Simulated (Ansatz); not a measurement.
**Ru: a line through a two-coordinate scan**

One line of a two-coordinate grid on Ru (Fm-3m, No. 225; 1 atom in the cell): volume per atom is varied, at c/a of the conventional cell = 1.167.

Computed with Ansatz 0.2.0 (DFT PBE, scalar-relativistic, plane waves, PAW, unless a step's input says otherwise).

26 further runs of the same task are left out: 26 set aside as unsound or not needed.

## 1. Starting point

Symmetry: Fm-3m, No. 225, cubic system. The conventional cell has a = 3.810 Å, b = 3.810 Å, c = 3.810 Å, α = 90.00°, β = 90.00°, γ = 90.00°. Around Ru (site symmetry m-3m) lie 12 Ru at 2.69 Å.

Structure file:

```cif
data_structure
_symmetry_space_group_name_H-M 'Fm-3m'
_symmetry_Int_Tables_number 225
_cell_length_a 3.8102
_cell_length_b 3.8102
_cell_length_c 3.8102
_cell_angle_alpha 90.000
_cell_angle_beta 90.000
_cell_angle_gamma 90.000
_cell_volume 55.31
loop_
_atom_site_label
_atom_site_type_symbol
_atom_site_symmetry_multiplicity
_atom_site_Wyckoff_symbol
_atom_site_fract_x
_atom_site_fract_y
_atom_site_fract_z
_atom_site_occupancy
Ru1 Ru 4 a 0.00000 0.00000 0.00000 1
```

It is the result of an earlier relaxation at this level (volume 13.83 Å³/atom; gap on the mesh: none (metal)).

## 2. Plan of the line

The energy is mapped over volume and the cell's shape.

First coordinate, volume per atom: 7 values from 12.722 to 14.935 Å³. Second coordinate, c/a of the conventional cell: 9 values from 0.629 to 1.167.

Nothing else is relaxed (symmetry fixes all fractional coordinates). Energies count from the relaxed crystal. Points are written as (first, second).

## 3. Point (13.091 Å³, 1.167)

The input, input.yaml:

```yaml
crystal:
  lattice:
    - [0.0, 1.7767404525, 2.073456108]
    - [1.7767404525, 0.0, 2.073456108]
    - [1.7767404525, 1.7767404525, 0.0]
  atoms:
    - { symbol: Ru, position: [0.0, 0.0, 0.0] }
basis:
  ecutwfc: 420
kpoints:
  mp_grid: { grid: [22, 22, 22] }
hamiltonian:
  xc: pbe
scf:
  occupations: { method: gaussian, width: 0.15 }
output:
  forces: true
  stress: true
  eigenvalues: true
```

The run is started by

```console
$ ansatz run input.yaml --threads 1 --pin off --max-ram 2048MiB --backend cpu --events-out ev --progress --plain --runs-dir out
```

Further runs follow: the other points of the line.

Q: Predict the outcome of this session. Wanted: for each run, volume per atom; energy; slope; pressure.

**Answer**, as computed:

```
volume per atom (Å³)  step  energy (meV/atom)  slope (meV/atom per Å³)  pressure (GPa)
              12.722     –                319                     −225            36.1
              13.091     3                251                     −148            23.8
              13.460     4                208                      −82            13.2
              13.828     5                189                      −26             4.1
              14.197     –                188                       23            −3.6
              14.566     6                204                       64           −10.3
              14.935     7                235                      100           −16.0
```

Energies count from the relaxed crystal. Rows without a step come from runs not printed here or follow by symmetry. Slopes come from the forces (and the stress, where the cell changes), not from differences of energies.

**Reading.** Along the line the energy is lowest at 14.197 Å³, 188 meV/atom from the zero. Energies and slopes round the minimum, fitted together, put the minimum at 14.0183 Å³, with a curvature of about 130 meV/atom per (Å³)². V·d²E/dV² there is about 290 GPa, a bulk modulus under this line's constraint. The highest point computed, at 12.722 Å³, lies 131 meV/atom above the lowest. This is one cut through a surface in two coordinates; the map's lowest point lies off it.
